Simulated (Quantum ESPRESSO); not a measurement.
# AlN (F-43m) in Quantum ESPRESSO: a series of runs, part 3 of 3

Quantum ESPRESSO 7.5.

## Step 4: Berry-phase polarisation, PBE

File pw.in:

```
&CONTROL
  calculation = 'scf'
  prefix = 'pwscf'
  outdir = './tmp'
  pseudo_dir = './pseudo'
  tprnfor = .true.
  tstress = .true.
  disk_io = 'low'
/
&SYSTEM
  ibrav = 0
  nat = 2
  ntyp = 2
  ecutwfc = 70
  nbnd = 9
  occupations = 'smearing'
  smearing = 'fd'
  degauss = 0.00367493
/
&ELECTRONS
  conv_thr = 4d-10
  electron_maxstep = 120
  mixing_beta = 0.5
/
ATOMIC_SPECIES
Al    26.9815 13_Al_3_1.9_1.9_pbe_n_v1.0.upf
N     14.0070 07_N_5_1.2_1.4_pbe_n_v1.0.upf
CELL_PARAMETERS angstrom
   0.0000000000    2.1839935596    2.1839935596
   2.1839935596    0.0000000000    2.1839935596
   2.1839935596    2.1839935596    0.0000000000
ATOMIC_POSITIONS angstrom
Al     0.0000000000    0.0000000000    0.0000000000
N      1.0919967798    1.0919967798    1.0919967798
K_POINTS automatic
5 5 5 0 0 0
```

File relax.in:

```
&CONTROL
  calculation = 'vc-relax'
  prefix = 'pwscf'
  outdir = './tmp'
  pseudo_dir = './pseudo'
  tprnfor = .true.
  tstress = .true.
  disk_io = 'low'
  nstep = 40
  forc_conv_thr = 0.0001
  etot_conv_thr = 1d-06
/
&SYSTEM
  ibrav = 0
  nat = 2
  ntyp = 2
  ecutwfc = 70
  nbnd = 9
  occupations = 'smearing'
  smearing = 'fd'
  degauss = 0.00367493
/
&ELECTRONS
  conv_thr = 4d-10
  electron_maxstep = 120
  mixing_beta = 0.5
/
&IONS
  ion_dynamics = 'bfgs'
/
&CELL
  cell_dynamics = 'bfgs'
  press = 0
  press_conv_thr = 0.2
/
ATOMIC_SPECIES
Al    26.9815 13_Al_3_1.9_1.9_pbe_n_v1.0.upf
N     14.0070 07_N_5_1.2_1.4_pbe_n_v1.0.upf
CELL_PARAMETERS angstrom
   0.0000000000    2.1839935596    2.1839935596
   2.1839935596    0.0000000000    2.1839935596
   2.1839935596    2.1839935596    0.0000000000
ATOMIC_POSITIONS angstrom
Al     0.0000000000    0.0000000000    0.0000000000
N      1.0919967798    1.0919967798    1.0919967798
K_POINTS automatic
5 5 5 0 0 0
```

File scf2.in:

```
&CONTROL
  calculation = 'scf'
  prefix = 'pwscf'
  outdir = './tmp'
  pseudo_dir = './pseudo'
  tprnfor = .true.
  tstress = .true.
  disk_io = 'low'
/
&SYSTEM
  ibrav = 0
  nat = 2
  ntyp = 2
  ecutwfc = 70
  nbnd = 9
  occupations = 'fixed'
/
&ELECTRONS
  conv_thr = 1d-11
  electron_maxstep = 120
  mixing_beta = 0.5
  startingpot = 'file'
  startingwfc = 'file'
/
ATOMIC_SPECIES
Al    26.9815 13_Al_3_1.9_1.9_pbe_n_v1.0.upf
N     14.0070 07_N_5_1.2_1.4_pbe_n_v1.0.upf
CELL_PARAMETERS angstrom
   0.0000000000    2.1984427494    2.1984427494
   2.1984427494    0.0000000000    2.1984427494
   2.1984427494    2.1984427494    0.0000000000
ATOMIC_POSITIONS angstrom
Al     0.0000000000    0.0000000000    0.0000000000
N      1.0992213747    1.0992213747    1.0992213747
K_POINTS automatic
5 5 5 0 0 0
```

File berry1.in:

```
&CONTROL
  calculation = 'nscf'
  prefix = 'pwscf'
  outdir = './tmp'
  pseudo_dir = './pseudo'
  disk_io = 'low'
  lberry = .true.
  gdir = 1
  nppstr = 10
/
&SYSTEM
  ibrav = 0
  nat = 2
  ntyp = 2
  ecutwfc = 70
  occupations = 'fixed'
/
&ELECTRONS
  conv_thr = 1d-10
  electron_maxstep = 120
  mixing_beta = 0.5
/
ATOMIC_SPECIES
Al    26.9815 13_Al_3_1.9_1.9_pbe_n_v1.0.upf
N     14.0070 07_N_5_1.2_1.4_pbe_n_v1.0.upf
CELL_PARAMETERS angstrom
   0.0000000000    2.1984427494    2.1984427494
   2.1984427494    0.0000000000    2.1984427494
   2.1984427494    2.1984427494    0.0000000000
ATOMIC_POSITIONS angstrom
Al     0.0000000000    0.0000000000    0.0000000000
N      1.0992213747    1.0992213747    1.0992213747
K_POINTS automatic
10 5 5 0 0 0
```

File berry2.in:

```
&CONTROL
  calculation = 'nscf'
  prefix = 'pwscf'
  outdir = './tmp'
  pseudo_dir = './pseudo'
  disk_io = 'low'
  lberry = .true.
  gdir = 2
  nppstr = 10
/
&SYSTEM
  ibrav = 0
  nat = 2
  ntyp = 2
  ecutwfc = 70
  occupations = 'fixed'
/
&ELECTRONS
  conv_thr = 1d-10
  electron_maxstep = 120
  mixing_beta = 0.5
/
ATOMIC_SPECIES
Al    26.9815 13_Al_3_1.9_1.9_pbe_n_v1.0.upf
N     14.0070 07_N_5_1.2_1.4_pbe_n_v1.0.upf
CELL_PARAMETERS angstrom
   0.0000000000    2.1984427494    2.1984427494
   2.1984427494    0.0000000000    2.1984427494
   2.1984427494    2.1984427494    0.0000000000
ATOMIC_POSITIONS angstrom
Al     0.0000000000    0.0000000000    0.0000000000
N      1.0992213747    1.0992213747    1.0992213747
K_POINTS automatic
5 10 5 0 0 0
```

File berry3.in:

```
&CONTROL
  calculation = 'nscf'
  prefix = 'pwscf'
  outdir = './tmp'
  pseudo_dir = './pseudo'
  disk_io = 'low'
  lberry = .true.
  gdir = 3
  nppstr = 10
/
&SYSTEM
  ibrav = 0
  nat = 2
  ntyp = 2
  ecutwfc = 70
  occupations = 'fixed'
/
&ELECTRONS
  conv_thr = 1d-10
  electron_maxstep = 120
  mixing_beta = 0.5
/
ATOMIC_SPECIES
Al    26.9815 13_Al_3_1.9_1.9_pbe_n_v1.0.upf
N     14.0070 07_N_5_1.2_1.4_pbe_n_v1.0.upf
CELL_PARAMETERS angstrom
   0.0000000000    2.1984427494    2.1984427494
   2.1984427494    0.0000000000    2.1984427494
   2.1984427494    2.1984427494    0.0000000000
ATOMIC_POSITIONS angstrom
Al     0.0000000000    0.0000000000    0.0000000000
N      1.0992213747    1.0992213747    1.0992213747
K_POINTS automatic
5 5 10 0 0 0
```

Potentials or basis: SPMS 1.0 PBE.

On the command line:

```bash
OMP_NUM_THREADS=1 pw.x -in pw.in > pw.out
OMP_NUM_THREADS=1 pw.x -in relax.in > relax.out
OMP_NUM_THREADS=1 pw.x -in scf2.in > scf2.out
OMP_NUM_THREADS=1 pw.x -in berry1.in > berry1.out
OMP_NUM_THREADS=1 pw.x -in berry2.in > berry2.out
OMP_NUM_THREADS=1 pw.x -in berry3.in > berry3.out
```

pw.out:

```text
This program is part of the open-source Quantum ESPRESSO suite
     for quantum simulation of materials; please cite
[... 9 lines left out ...]
     --------------------
     sticks:   dense  smooth     PW     G-vecs:    dense   smooth      PW
     Sum         661     661    199                11113    11113    1917

     Using Slab Decomposition

     bravais-lattice index     =            0
     lattice parameter (alat)  =       5.8367  a.u.
     unit-cell volume          =     140.5985 (a.u.)^3
     number of atoms/cell      =            2
     number of atomic types    =            2
     number of electrons       =         8.00
     number of Kohn-Sham states=            9
     kinetic-energy cutoff     =      70.0000  Ry
     charge density cutoff     =     280.0000  Ry
     scf convergence threshold =      4.0E-10
     mixing beta               =       0.5000
     number of iterations used =            8  plain     mixing
     Exchange-correlation= PBE
                           (   1   4   3   4   0   0   0)

     celldm(1)=   5.836671  celldm(2)=   0.000000  celldm(3)=   0.000000
     celldm(4)=   0.000000  celldm(5)=   0.000000  celldm(6)=   0.000000

     crystal axes: (cart. coord. in units of alat)
               a(1) = (   0.000000   0.707107   0.707107 )
               a(2) = (   0.707107   0.000000   0.707107 )
               a(3) = (   0.707107   0.707107   0.000000 )

     reciprocal axes: (cart. coord. in units 2 pi/alat)
               b(1) = ( -0.707107  0.707107  0.707107 )
               b(2) = (  0.707107 -0.707107  0.707107 )
               b(3) = (  0.707107  0.707107 -0.707107 )

     PseudoPot. # 1 for Al read from file:
     13_Al_3_1.9_1.9_pbe_n_v1.0.upf
     Pseudo is Norm-conserving + core correction, Zval =  3.0
     Generated using ONCVPSP code by D. R. Hamann
     Using radial grid of 1872 points,  6 beta functions with:
                l(1) =   0
                l(2) =   0
                l(3) =   1
                l(4) =   1
                l(5) =   2
                l(6) =   2

     PseudoPot. # 2 for N  read from file:
     07_N_5_1.2_1.4_pbe_n_v1.0.upf
     Pseudo is Norm-conserving + core correction, Zval =  5.0
     Generated using ONCVPSP code by D. R. Hamann
     Using radial grid of 1066 points,  4 beta functions with:
                l(1) =   0
                l(2) =   0
                l(3) =   1
                l(4) =   1

     atomic species   valence    mass     pseudopotential
     Al                3.00    26.98150     Al( 1.00)
     N                 5.00    14.00700     N ( 1.00)

     24 Sym. Ops. (no inversion) found

   Cartesian axes

     site n.     atom                  positions (alat units)
         1        Al     tau(   1) = (   0.0000000   0.0000000   0.0000000  )
         2        N      tau(   2) = (   0.3535534   0.3535534   0.3535534  )

     number of k points=    10  Fermi-Dirac smearing, width (Ry)=  0.0037
                       cart. coord. in units 2pi/alat
        k(    1) = (   0.0000000   0.0000000   0.0000000), wk =   0.0160000
        k(    2) = (   0.1414214   0.1414214  -0.1414214), wk =   0.1280000
        k(    3) = (   0.2828427   0.2828427  -0.2828427), wk =   0.1280000
        k(    4) = (   0.2828427  -0.0000000   0.0000000), wk =   0.0960000
        k(    5) = (   0.4242641   0.1414214  -0.1414214), wk =   0.3840000
        k(    6) = (  -0.1414214  -0.4242641   0.4242641), wk =   0.3840000
        k(    7) = (   0.0000000  -0.2828427   0.2828427), wk =   0.1920000
        k(    8) = (   0.5656854  -0.0000000   0.0000000), wk =   0.0960000
        k(    9) = (   0.0000000  -0.5656854   0.5656854), wk =   0.1920000
        k(   10) = (  -0.1414214  -0.4242641   0.7071068), wk =   0.3840000

     Dense  grid:    11113 G-vectors     FFT dimensions: (  32,  32,  32)

     Initial potential from superposition of free atoms

     starting charge       7.9975, renormalised to       8.0000
     Starting wfcs are    8 randomized atomic wfcs +    1 random wfcs

     Self-consistent Calculation

     iteration #  1     ecut=    70.00 Ry     beta= 0.50
     Davidson diagonalization with overlap
     ethr =  1.00E-02,  avg # of iterations =  5.5

     total energy              =     -25.40891872 Ry
     estimated scf accuracy    <       0.59512684 Ry
[... 50 lines left out ...]
     iteration #  9     ecut=    70.00 Ry     beta= 0.50
     Davidson diagonalization with overlap
     ethr =  7.75E-10,  avg # of iterations =  2.0

     End of self-consistent calculation

          k = 0.0000 0.0000 0.0000 (  1411 PWs)   bands (ev):

    -8.0018   6.9677   6.9677   6.9677  11.1700  19.5509  19.5509  19.5509
    24.7035

          k = 0.1414 0.1414-0.1414 (  1387 PWs)   bands (ev):

    -7.4388   4.5515   6.7874   6.7874  12.9527  18.3544  19.6075  19.6075
    22.9076

          k = 0.2828 0.2828-0.2828 (  1392 PWs)   bands (ev):

    -6.2270   1.6170   6.5285   6.5285  14.2313  17.0348  18.3510  18.3510
    24.6345

          k = 0.2828-0.0000 0.0000 (  1375 PWs)   bands (ev):

    -7.2540   4.7679   6.2672   6.2672  13.0892  17.7774  18.8945  20.5430
    20.5430

          k = 0.4243 0.1414-0.1414 (  1403 PWs)   bands (ev):

    -6.2345   2.6642   5.5441   5.9255  13.3420  17.0096  18.3974  20.2404
    22.2513

          k =-0.1414-0.4243 0.4243 (  1389 PWs)   bands (ev):

    -5.7037   1.7726   4.7541   6.1703  14.2107  16.1608  19.2263  19.3415
    24.4793

          k = 0.0000-0.2828 0.2828 (  1384 PWs)   bands (ev):

    -6.6344   3.2075   5.2766   6.7139  14.5286  16.9365  18.3863  19.4807
    21.9826

          k = 0.5657-0.0000 0.0000 (  1391 PWs)   bands (ev):

    -5.6702   2.4624   5.3325   5.3325  10.8673  15.8897  20.2159  22.3022
    22.3022

          k = 0.0000-0.5657 0.5657 (  1384 PWs)   bands (ev):

    -5.3081   2.4943   3.7710   5.4564  11.6244  16.7723  20.3043  21.5915
    22.0959

          k =-0.1414-0.4243 0.7071 (  1394 PWs)   bands (ev):

    -5.4818   2.6154   4.0385   5.0838  13.0945  17.7436  18.2303  20.4002
    23.5395

     the Fermi energy is     8.3509 ev

!    total energy              =     -25.58208540 Ry
     estimated scf accuracy    <          1.2E-10 Ry
     smearing contrib. (-TS)   =      -0.00000000 Ry
     internal energy E=F+TS    =     -25.58208540 Ry

     The total energy is F=E-TS. E is the sum of the following terms:
     one-electron contribution =      -0.93145129 Ry
     hartree contribution      =       5.64658714 Ry
     xc contribution           =      -8.49726205 Ry
     ewald contribution        =     -21.79995921 Ry

     convergence has been achieved in   9 iterations

     Forces acting on atoms (cartesian axes, Ry/au):

     atom    1 type  1   force =     0.00000000    0.00000000    0.00000000
     atom    2 type  2   force =     0.00000000    0.00000000    0.00000000

     Total force =     0.000000     Total SCF correction =     0.000000

     Computing stress (Cartesian axis) and pressure

          total   stress  (Ry/bohr**3)                   (kbar)     P=       41.57
   0.00028260   0.00000000  -0.00000000           41.57        0.00       -0.00
  -0.00000000   0.00028260   0.00000000           -0.00       41.57        0.00
   0.00000000  -0.00000000   0.00028260            0.00       -0.00       41.57

=------------------------------------------------------------------------------=
   JOB DONE.
=------------------------------------------------------------------------------=
```

Wall time 21 s (1 thread of Intel Xeon Platinum 8488C (Sapphire Rapids), shared host); peak memory 0.05 GiB.

What came out:

```
Free energy            : -348.0694 eV
Band gap on the k mesh : 3.88 eV, indirect (least direct gap 4.03 eV)
```

Berry-phase polarisation along the lattice vectors (C/m²): 0.586, 0.586, 0.586; quanta: 2.344, 2.344, 2.344

Berry phases in units of 2π:
```csv
direction,ionic,electronic,their sum is defined modulo
a1,0.250,0.000,1
a2,0.250,0.000,1
a3,0.250,0.000,1
```

Caveat: the k mesh is coarse (spacing up to 0.50 Å⁻¹), so the values aren't converged; the cutoff is too short for stress, so the log's stress isn't used; with symmetry on, the polarisation can be off by several percent; an odd mesh through Γ misses points on the zone boundary, where band edges often lie.

## Step 5: Overview

```tsv
task	level	potentials or basis	spin	k mesh	cutoff (eV)	mixing beta	diagonalization	k points per string	other keys	mesh quality	gap on the mesh (eV)	pressure (GPa)
Berry-phase polarisation	PBEsol	PseudoDojo 0.4 SR PBEsol stringent	off	5 × 5 × 5	1483	0.5	cg	10 × 10 × 10	verbose = yes; ecut_scale = 1.3; diagonalization = cg	coarse	3.76	0.0
phonons	revPBE	PseudoDojo 0.4.1 SR PBE standard	collinear, ferromagnetic start	8 × 8 × 8	1143	0.3	rmm-paro	-	diagonalization = rmm-paro	not flagged	3.36	0.0
Berry-phase polarisation	PBE	SPMS 1.0 PBE	off	5 × 5 × 5	952	0.5	-	10 × 10 × 10	-	coarse	3.88	-
```

Alike in all rows: cell relaxed; smearing fermi-dirac 0.05 eV.

Caveats: some runs use coarse meshes; with symmetry on, the polarisation can be off by several percent (some runs); an odd mesh through Γ misses points on the zone boundary, where band edges often lie (some runs); the potentials were made for another functional, which shifts forces and pressure (some runs); on a mesh that holds Γ this program's dielectric tensor can be off by some percent beyond the error of the mesh (some runs).

Absolute energies hang on the potentials; compare differences alone.
